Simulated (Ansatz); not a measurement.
**NbP: what symmetry allows forces and stress to be**

```
Nb P
1.0
    -1.70015    1.70015    5.74045
     1.70015   -1.70015    5.74045
     1.70015    1.70015   -5.74045
Nb P
2 2
Direct
  0.76295 0.76295 0.00000
  0.51295 0.01295 0.50000
  0.31968 0.31968 0.00000
  0.06968 0.56968 0.50000
```

All numbers below come from DFT PBEsol, scalar-relativistic, plane waves, PAW (Ansatz 0.2.0).

Cutoff 420 eV; k points 14×14×14 on the computed 4-atom cell (Γ-centred); Gaussian smearing, width 0.05 eV; no spin polarisation.

This distorted cell has space group I4_1md, with 8 operations.

**Question.** Without a calculation: in which directions can each atom feel a force?

**Answer.** A force must be left unchanged by every operation that keeps its atom in place, so it lies in the space that those operations leave fixed. Atoms that the group maps onto each other feel forces of one size.
| atom | site symmetry | operations at the site | equivalent to atom | allowed force (Cartesian) |
| --- | --- | --- | --- | --- |
| Nb1 | 2mm. | 4 | 1 | along (0.00, 0.00, 1.00) |
| Nb2 | 2mm. | 4 | 1 | along (0.00, 0.00, 1.00) |
| P3 | 2mm. | 4 | 3 | along (0.00, 0.00, 1.00) |
| P4 | 2mm. | 4 | 3 | along (0.00, 0.00, 1.00) |

That leaves 2 independent force components of 12, tied by 1 condition that the forces sum to zero, so 1 remains. A relaxation in this cell that keeps the symmetry moves the atoms in these directions alone.

**Question.** And the stress tensor?

**Answer.** It must be invariant under the point group, which leaves 2 independent components: yz, xz, xy vanish; xx = yy.

**Question.** Do the computed values obey this?

**Answer.** Yes. Forces (eV/Å):
```
Nb1  0.000  0.000 -1.981
Nb2  0.000  0.000 -1.981
P3   0.000  0.000  1.981
P4   0.000  0.000  1.981
```

Stress (GPa, compression positive, xx yy zz yz xz xy): -5.75 -5.75 -15.31 0.00 0.00 0.00. The program imposes the same operations on density, forces and stress, so this confirms the analysis and is no independent test of the calculation.